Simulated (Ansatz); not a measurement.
**A computed series for LiI: response to strain**

Consider LiI in the rock salt structure (space group Fm-3m, No. 225; a = 6.0182 Å). Axes: x, y, z lie along the cube axes.

Strains are applied to the cell and any free atomic positions relax; under stress the whole cell relaxes.

Method: r2SCAN (Ansatz, an electronic-structure program; PAW; 500 eV plane waves; no spin-orbit coupling).

Question: Only one of these has a direct gap. Which?
(A) uniaxial strain ε_yy = −4.98 %
(B) uniaxial strain ε_xx = +5.91 %
(C) uniaxial stress, 0.5 GPa compression along z

Answer: B, uniaxial strain ε_xx = +5.91 %. Computed: uniaxial strain ε_yy = −4.98 %: indirect, Γ → M; uniaxial stress, 0.5 GPa compression along z: indirect, Γ → M; uniaxial strain ε_xx = +5.91 %: direct at Γ

Spin-orbit coupling, missing from the scalar runs, can matter with I. Beyond what the load breaks, stability against distortions was not tested. Labels are those of the standard path for the cell's own space group.
